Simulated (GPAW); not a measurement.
A calculation with GPAW 26.7.0 of AlCo (native input, structure from a POSCAR):

File run.py:

```python
from ase.io import read
from gpaw import PW
from gpaw.dft import DFT

atoms = read('POSCAR')
atoms.set_initial_magnetic_moments([2.0, 0.0])

dft = DFT(atoms,
          mode=PW(600),
          xc='PBE',
          kpts={'size': (9, 9, 9), 'gamma': True},
          occupations={'name': 'fermi-dirac', 'width': 0.05},
          nbands=15,
          convergence={'density': 1e-05, 'energy': 1e-05},
          maxiter=150,
          txt='gpaw.txt')
print(f'Energy: {dft.calculate_energy():.6f} eV')
print('Forces (eV/A):')
print(dft.calculate_forces().round(4))
print('Stress (eV/A^3):', dft.calculate_stress().round(6))
print('Moments:', dft.magmoms()[1].round(3))
dft.write_gpw_file('gs.gpw')
```

The input POSCAR:

```
AlCo
1.0
    2.8194032100      0.0000000000      0.0000000000
    0.0000000000      2.8194032100      0.0000000000
    0.0000000000      0.0000000000      2.8194032100
Co Al
1 1
Direct
    0.5000000000      0.5000000000      0.5000000000
    0.0000000000      0.0000000000      0.0000000000
```

Potentials or basis: GPAW PAW data sets (gpaw-data 1.2.1), pw.

Launch:

```bash
$ OMP_NUM_THREADS=1 python run.py
```

The cell is a database's computed one.

Write the same calculation in another form: ASE script, structure typed inline.

As run:

Contents of run.py:

```python
from ase import Atoms
from ase.dft.bandgap import bandgap
from ase.io import write
from ase.units import GPa
from gpaw import GPAW, PW

atoms = Atoms(['Co', 'Al'],
              cell=[[2.81940321, 0.0, 0.0],
                    [0.0, 2.81940321, 0.0],
                    [0.0, 0.0, 2.81940321]],
              scaled_positions=[[0.5, 0.5, 0.5],
                                [0.0, 0.0, 0.0]],
              pbc=True)
atoms.set_initial_magnetic_moments([2.0, 0.0])

calc = GPAW(mode=PW(600),
            xc='PBE',
            kpts={'size': (9, 9, 9), 'gamma': True},
            occupations={'name': 'fermi-dirac', 'width': 0.05},
            nbands=15,
            convergence={'density': 1e-05, 'energy': 1e-05},
            maxiter=150,
            txt='gpaw.txt')
atoms.calc = calc
energy = atoms.get_potential_energy()
forces = atoms.get_forces()
stress = atoms.get_stress()
calc.write('gs.gpw')
write('result.traj', atoms)
print(f'Energy: {energy:.6f} eV')
print('Forces (eV/A):')
print(forces.round(4))
print('Stress (GPa):', (stress / GPa).round(3))
print('Moments:', calc.get_magnetic_moments().round(3))
print('Fermi level:', round(calc.get_fermi_level(), 4), 'eV')
print(f'Gap: {bandgap(calc)[0]:.4f} eV, direct: {bandgap(calc, direct=True)[0]:.4f} eV')
```

Potentials or basis: GPAW PAW data sets (gpaw-data 1.2.1), pw.

Command:

```bash
$ OMP_NUM_THREADS=1 python run.py
```

Both were run:

|  | native input, structure from a POSCAR | ASE script, structure typed inline |
| --- | --- | --- |
| Pressure | 7.3 GPa | 7.3 GPa |
| Band gap on the k mesh | none (metal or under the smearing width) | none (metal or under the smearing width) |
| Net moment | 0.00 μB per cell | 0.00 μB per cell |

Keys that steer only the numerical path or the files written may differ.

Caveat: the starting moments collapsed, and a magnetic state may lie lower.
